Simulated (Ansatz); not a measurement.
**Nuclear-site quantities of MnO as the cell is scaled**

```
Mn O
1.0
     3.37170    0.00000    0.00000
    -1.68585    2.91998    0.00000
     0.00000    0.00000    5.38550
Mn O
2 2
Cartesian
  0.0000 1.9467 0.0590
  1.6859 0.9733 2.7518
  0.0000 1.9467 2.0221
  1.6859 0.9733 4.7148
```

Atoms are numbered in the order listed.

Conventional cell: a = 3.372 Å, b = 3.372 Å, c = 5.386 Å, α = 90.00°, β = 90.00°, γ = 120.00°. Mn (atom 1) has 4 O at 1.96 to 2.08 Å as nearest neighbours. Around O (atom 3) lie 4 Mn at 1.96 to 2.08 Å.

The geometry is COD entry 4117966, unchecked; take it as a test cell.

Semilocal functionals without U often leave such compounds metallic or with too small a gap, and the real magnetic order may differ.

The magnetic state is the one reached from the start moments; no search over orders was made, so it needn't be the ground state.

Computed with Ansatz 0.2.0, DFT, PBEsol, all-electron PAW with datasets made for the crystal, scalar-relativistic.

Numerical set-up: a Γ-centred 14×14×8 k mesh, Fermi–Dirac smearing of 0.05 eV, cutoff 460 eV (chosen by the program for this cell), spin-polarised from start moments Mn1 4, Mn2 4 μB.

The contact density is the mean electron density over the nuclear volume; its changes follow the s electrons' response to bonding and compression. B(contact) includes core polarisation and is positive along the moment of the spin-up electrons. Changes below are taken from the unscaled cell, where it is 87635 e/Å³ at Mn1, 2144.06 e/Å³ at O3.

Volumes at which the program chose other datasets or cutoffs are left out.

B(contact) is what remains of large core and valence terms of opposite sign; semilocal functionals underestimate the core part, so small values are uncertain even in sign.

| V/V(cell) | P (GPa) | Δρ(0) Mn1 (e/Å³) | Δρ(0) O3 (e/Å³) | B(contact) Mn1 (T) | B(contact) O3 (T) | cell moment (μB) |
| --- | --- | --- | --- | --- | --- | --- |
| 0.9800 | 3.4 | ? | -0.08 | -19.2 | 15.9 | 9.97 |
| 0.9900 | 2.1 | 0.14 | -0.04 | -19.3 | 15.7 | 9.98 |
| 1.0000 | 0.8 | 0.00 | 0.00 | -19.4 | 15.6 | 9.99 |
| 1.0100 | -0.4 | ? | 0.04 | -19.4 | 15.4 | 9.99 |
| 1.0200 | -1.6 | ? | 0.09 | -19.4 | 15.3 | 9.99 |

(1) What belongs in the row "1.0100", column "Δρ(0) Mn1 (e/Å³)"?

(2) Give the missing entry: row "0.9800", column "Δρ(0) Mn1 (e/Å³)".

(3) What belongs in the row "1.0200", column "Δρ(0) Mn1 (e/Å³)"?

The datasets are made afresh for each cell, so very small changes are uncertain.

Results:

(1) -0.14.

(2) 0.28.

(3) -0.27.
